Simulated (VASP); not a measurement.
# Zr: single point with PBE

The system is Zr.

```
Zr
1.0
     5.04229    0.00000    0.00000
    -2.52115    4.36675    0.00000
     0.00000    0.00000    3.14908
Zr
3
Direct
  0.00000 0.00000 0.00000
  0.33333 0.66667 0.50000
  0.66667 0.33333 0.50000
```

The cell was built by a generator and needn't be a form met in nature.

```json
{"Program": "VASP 6.6.1", "Task": "single point", "Functional": "PBE", "Potentials or basis": "VASP PAW PBE potentials, release 64 (Zr_sv)", "Cutoff": "520 eV", "k mesh": "12 × 12 × 14", "Occupations": "gaussian, width 0.1 eV", "Spin": "no spin polarisation", "Dipole correction": "no", "Further INCAR settings": "ALGO = Fast; EDIFF = 1e-06; NBANDS = 25"}
```

```yaml
Pressure: 0.0 GPa
Band_gap_on_the_k_mesh: none (metal or under the smearing width)
```

Levels at points of the mesh, in eV from the Fermi level:
```tsv
k point	band 15	band 16	band 17	band 18	band 19	band 20	band 21	band 22
(0.00, 0.00, 0.00)	-0.51	-0.51	-0.46	-0.46	-0.18	0.83	1.62	1.62
(0.50, 0.00, 0.00)	-2.90	-0.61	-0.58	-0.48	0.01	0.68	1.12	1.56
(0.00, 0.00, 0.50)	-2.15	-1.87	-1.87	-1.39	1.19	1.19	1.64	1.64
(0.50, 0.00, 0.50)	-1.92	-1.46	-0.78	-0.49	0.31	0.92	1.15	1.40
```

Run time: 3.3 min on 1 thread of Intel(R) Xeon(R) Platinum 8488C (Sapphire Rapids) (shared host), peak memory 0.33 GiB.
